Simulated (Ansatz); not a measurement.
AlNi3:

```
Ni Al
1.0
     3.52305    0.00000    0.00000
     0.00000    3.52305    0.00000
     0.00000    0.00000    3.52305
Ni Al
3 1
Direct
  0.50000 0.50000 0.00000
  0.50000 0.00000 0.50000
  0.00000 0.50000 0.50000
  0.00000 0.00000 0.00000
```

The cell is a database's computed one.

Base run:

```yaml
Program: Ansatz 0.2.0
Functional: PBE
Potentials_or_basis: JTH PAW
Cutoff: "2400 eV (not typed: the program's choice for these potentials)"
k_mesh: 8 × 8 × 8
Occupations: fermi-dirac, width 0.05 eV
Spin: collinear spin, ferromagnetic start
Starting_moments: "[1.0, 1.0, 1.0, 0.0] μB"
```

Its results: band gap on the k mesh none (metal or under the smearing width); pressure 8.2 GPa; net moment 0.70 μB per cell; site moments Ni +0.26; Al -0.02 μB.

Question: The run is repeated on the same cell with these changes: potentials or basis from JTH PAW to Ansatz PAW; cutoff from 2400 eV (not typed: the program's choice for these potentials) to 420 eV (not typed: the program's choice for these potentials). What comes out?

Answer: Band gap on the k mesh none (metal or under the smearing width); pressure 7.3 GPa; net moment 0.70 μB per cell; site moments Ni +0.26; Al -0.02 μB.
